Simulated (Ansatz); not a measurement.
**Computed properties of Sc**

```xyz
1
Lattice="0.0000 2.3268 2.3268 2.3268 0.0000 2.3268 2.3268 2.3268 0.0000" Properties=species:S:1:pos:R:3 pbc="T T T"
Sc    0.0000    0.0000    0.0000
```

The cell is the one relaxed in the Materials Project (mp-36), not relaxed further here; entries there can be hypothetical.

Spin polarisation is left out, and whether a magnetic state lies lower isn't shown here.

Level of theory: DFT, LDA, all-electron LAPW, scalar-relativistic in Ansatz 0.2.0.

Numerical set-up: a Γ-centred 13×13×13 k mesh, Fermi–Dirac smearing of 0.08 eV, basis error target 0.25 meV/atom, no spin polarisation.

```yaml
Density_of_states_at_the_Fermi_level_0.2_eV_bin: 2.09 states/eV per cell
Volume_per_atom: 25.20 Å³
```

Q: Band gap: what does the calculation give?

A: none: with an odd electron count and no spin polarisation the bands can't all be full, a metal in this set-up (spin order or a larger cell could open a gap).

Q: Pressure at this cell: what does the calculation give?

A: -5.59 GPa.
